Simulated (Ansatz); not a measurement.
TaC, space group Fm-3m, a convergence test of the k-point mesh

Computed with Ansatz 0.2.0 through its Python package.

The cells in order, each with its output:

In [1]:
```python
import warnings

import ansatz as az
from pymatgen.core import Lattice, Structure
from pymatgen.io.ase import AseAtomsAdaptor

warnings.simplefilter("ignore", az.DeckWarning)

pmg_structure = Structure(
    Lattice([(0.0, 2.223, 2.223), (2.223, 0.0, 2.223), (2.223, 2.223, 0.0)]),
    ["Ta", "C"],
    [
        (0.0, 0.0, 0.0),
        (0.5, 0.5, 0.5),
    ],
)
tac = az.Crystal.from_ase(AseAtomsAdaptor.get_atoms(pmg_structure))
```

In [2]:
```python
[site.symbol for site in tac.resolved().sites]
```
Out [2]:
```text
['Ta', 'C']
```

In [3]:
```python
calc = (
    tac.calculation()
    .functional("pbe")
    .basis(450)
    .pseudopotentials("paw")
    .occupations("Marzari-Vanderbilt", width=0.1)
)

rows = []
for value in [1.0, 0.6, 0.4, 0.3]:
    data = calc.kpoints(spacing=value).run().report
    rows.append((value, data["free_energy_ev"] / len(data["lattice"]["sites"]), data["n_iterations"], data["n_kpoints"]))
```

In [4]:
```python
print("spacing (1/A)   F/atom (eV)    iterations      k-points")
for row in rows:
    print(f"{str(row[0]):>12s}  {row[1]:12.5f}  {row[2]:12d}  {row[3]:12d}")
```
```text
spacing (1/A)   F/atom (eV)    iterations      k-points
         1.0   -5091.95989             5             4
         0.6   -5092.20262             4            10
         0.4   -5092.19162             5            20
         0.3   -5092.18346             5            35
```

In [5]:
```python
# the last row is the reference
for row in rows[:-1]:
    shift = 1000 * (row[1] - rows[-1][1])
    print(f"{row[0]}: {shift:+.2f} meV/atom" + ("  (within 2 meV)" if abs(shift) < 2 else ""))
```
```text
1.0: +223.58 meV/atom
0.6: -19.15 meV/atom
0.4: -8.15 meV/atom
```

No spin polarisation was allowed. Of the deposited cell: the entry's cell lengths or inner coordinates differ somewhat from later room-temperature determinations. Spin-orbit coupling, which matters for elements this heavy, is left out. The starting cell is as deposited in a crystallographic database; the results hold for this polymorph, which needn't be the stable one. Shifts are counted from the finest mesh, which is itself no proven limit. Wall time of the script: 2 s on 1 thread of Arm Neoverse V2, on a shared host, peak memory 0.39 GiB.
